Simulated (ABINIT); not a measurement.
Bi:

```
CELL_PARAMETERS angstrom
3.23838 0.00000 0.00000
0.00000 3.22164 0.00000
-0.08045 0.00000 6.44389
ATOMIC_POSITIONS crystal
Bi 0.54425 0.00000 0.74958
Bi 0.45575 0.00000 0.25042
```

This isn't the form of Bi at room conditions, which is rhombohedral.

* Program: ABINIT 10.8.3 (patched build)
* Task: relaxation of cell and atoms
* Functional: LDA
* Potentials or basis: JTH PAW LDA v2.0 sp
* Cutoff: 408 eV
* k mesh: 6 × 6 × 3
* Occupations: fermi-dirac, width 0.05 eV
* Spin: no spin polarisation

At the start: pressure -1.4 GPa; volume 33.61 Å³/atom.

Q: How do energy, volume and symmetry change on relaxing?

A: Over 23 steps the energy falls by 9.4 meV/atom and the volume is 32.83 Å³/atom (-2.3 %); space group Pm-3m (No. 221, to 0.05 Å).

The path:
```csv
step,energy change (eV),largest force (eV/Å),pressure (GPa),volume (Å³)
1,0.0000,0.0833,-1.41,67.23
2,-0.0026,0.0818,-1.18,66.94
3,-0.0089,0.0726,0.17,65.38
4,-0.0091,0.0724,0.10,65.45
5,-0.0102,0.0683,-0.19,65.79
6,-0.0115,0.0622,-0.35,65.98
7,-0.0126,0.0573,-0.31,65.96
8,-0.0133,0.0555,-0.13,65.78
9,-0.0140,0.0532,0.07,65.57
10,-0.0149,0.0473,0.26,65.36
11,-0.0160,0.0361,0.34,65.29
12,-0.0169,0.0239,0.22,65.42
13,-0.0173,0.0151,0.04,65.63
14,-0.0177,0.0099,-0.10,65.78
15,-0.0181,0.0089,-0.21,65.91
16,-0.0185,0.0131,-0.20,65.89
17,-0.0187,0.0132,-0.09,65.76
18,-0.0187,0.0106,-0.01,65.67
19,-0.0187,0.0093,0.01,65.66
20,-0.0187,0.0065,0.02,65.65
21,-0.0187,0.0026,0.02,65.65
22,-0.0187,0.0001,0.01,65.66
23,-0.0187,0.0003,0.00,65.66
```

Final structure:
```
Bi
1.0
     3.20206    0.00000    0.01997
     0.00000    3.20205    0.00000
    -0.03982    0.00000    6.40408
Bi
2
Direct
  0.50001 0.00000 0.75001
  0.49999 0.00000 0.24999
```

Caveat: this set keeps more shells in the core, which shifts pressures and gaps.
